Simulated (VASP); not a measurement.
Runs of VASP 6.6.1 on CO2. The structure is tetragonal, space group P4_2/mnm (No. 136). Conventional cell: a = 4.227 Å, b = 4.227 Å, c = 4.688 Å, α = 90.00°, β = 90.00°, γ = 90.00°. O (site symmetry m2m) is surrounded by 1 C at 1.17 Å. Around C (site symmetry mmm) lie 2 O at 1.17 Å. The cell comes from a database or a generator and needn't be the stable form of this composition.

```tsv
task	level	potentials or basis	cell	cutoff (eV)	smearing	optimiser	other keys	gap on the mesh (eV)	pressure (GPa)	largest force (eV/Å)
density of states	r2SCAN	VASP PAW PBE potentials, release 64 (O, C)	as given	520	tetrahedron, uncorrected 0.3 eV	-	ISMEAR = -4; SIGMA = 0.3; NBANDS = 17	(b)	0.2	(d)
atomic charges	TPSS+TS	VASP PAW PBE potentials, release 64 (O, C)	as given	500	fermi-dirac 0.1 eV	-	-	7.01	2.5	0.55
optical spectrum	revPBE+D3	VASP PAW PBE potentials, release 64 (O_GW, C_GW)	as given	600	gaussian 0.1 eV	-	-	6.83	2.9	0.69
electron localisation function	BLYP+D4	VASP PAW PBE potentials, release 64 (O, C)	as given	520	gaussian 0.01 eV	-	-	(c)	2.4	0.78
relaxation of the atoms	revPBE+D2	VASP PAW PBE potentials, release 64 (O_GW, C_GW)	atoms relaxed from: volume scaled by 1.15	600	gaussian 0.01 eV	BFGS	-	(a)	0.1	0.01
```

Alike in all rows: no spin polarisation; k mesh 6 × 6 × 6.

**Question.** Fill in the values left out.

**Answer.** (a) 6.72; (b) 7.16; (c) 6.53; (d) 0.04.

Caveats: the standard files for N, O and F lose accuracy on very short bonds; the PAW data sets were made with another functional, which shifts forces and pressure a little; spectra need much finer meshes, so this one isn't converged (some runs); independent-particle spectra lack excitons (some runs).

A k mesh can miss the band edges.

Runs at the PBE level aren't shown here.
